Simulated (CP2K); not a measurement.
C:

```
C
1.0
     2.52210    0.00000    0.00000
    -1.26105    2.18420    0.00000
     0.00000    0.00000   12.35570
C
12
Direct
  0.66667 0.33333 0.35417
  0.33333 0.66667 0.85417
  0.66667 0.33333 0.14583
  0.33333 0.66667 0.64583
  0.66667 0.33333 0.47917
  0.33333 0.66667 0.97917
  0.66667 0.33333 0.02083
  0.33333 0.66667 0.52083
  0.00000 0.00000 0.81250
  0.00000 0.00000 0.31250
  0.00000 0.00000 0.68750
  0.00000 0.00000 0.18750
```

This is a hexagonal form of diamond, not graphite.

Base run:

| Item | Value |
| --- | --- |
| Program | CP2K 2026.2 |
| Functional | RPBE |
| Potentials or basis | POTENTIAL_UZH C GTH-PBE-q4; DZVP-MOLOPT-PBE-GTH basis |
| Density cutoff | 9184 eV |
| k mesh | 9 × 9 × 2 |
| Occupations | fermi-dirac, width 0.05 eV |
| Spin | no spin polarisation |

Its results: band gap on the k mesh 4.85 eV, indirect (least direct gap 5.43 eV); pressure 5.5 GPa; largest force 0.317 eV/Å.

Question: After a change of settings the same cell gave: band gap on the k mesh 4.62 eV, indirect (least direct gap 5.35 eV); pressure 0.5 GPa; largest force 0.333 eV/Å. Which change was it?
A. functional from RPBE to TASK
B. functional from RPBE to PBE
C. functional from RPBE to LDA
D. functional from RPBE to vdW-DF-cx

Answer: C.

LDA binds more tightly than RPBE, so the same cell stands under less pressure.

Caveats: the potentials were made for another functional, which shifts forces and pressure; the basis of atomic orbitals isn't converged, which shifts pressures, moduli and gaps.
